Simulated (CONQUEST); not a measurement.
**HgTe (Coloradoite) under changes of volume**

One of the cells (33.215 Å³/atom); the others are scaled copies at fixed shape and fractional positions:

```
Hg Te
1.0
     4.54599    0.00000    0.00000
     0.00000    4.54599    0.00000
     0.00000    0.00000    6.42900
Hg Te
2 2
Direct
  0.00000 0.00000 0.00000
  0.50000 0.50000 0.50000
  0.00000 0.50000 0.25000
  0.50000 0.00000 0.75000
```

* Program: CONQUEST 1.3
* Functional: PBE
* Potentials or basis: PseudoDojo NC PBE, SZP, grid of 48 × 48 × 60 points
* k mesh: 6 × 6 × 4
* Occupations: fermi-dirac, width 0.05 eV
* Spin: no spin polarisation

| volume (Å³/atom) | energy over the lowest point (meV/atom) | pressure (GPa) |
| --- | --- | --- |
| 31.223 | 176.65 | 11.4 |
| 31.887 | 132.78 | 9.7 |
| 32.551 | ? | ? |
| 33.215 | 64.32 | 6.9 |
| 33.880 | 38.31 | 5.6 |
| 34.544 | 17.16 | 4.6 |
| 35.208 | 0.00 | 3.7 |

**Question.** What does the run at 32.551 Å³/atom give?

**Answer.** Energy over the lowest point 95.60 meV/atom; pressure 8.3 GPa.

Worked out: A Birch-Murnaghan fit of order 3 (a polynomial in V^(-2/3)) to the other rows has no minimum within the range. It gives 95.57 meV/atom at 32.551 Å³/atom, against the run's 95.60, and -dE/dV = 8.2 GPa, against 8.3.

Energies are extrapolated to zero smearing.

Caveats: the atomic basis is small; the basis of atomic orbitals isn't converged, which shifts pressures, moduli and gaps; the real-space grid breaks the cell's symmetry a little (some runs).
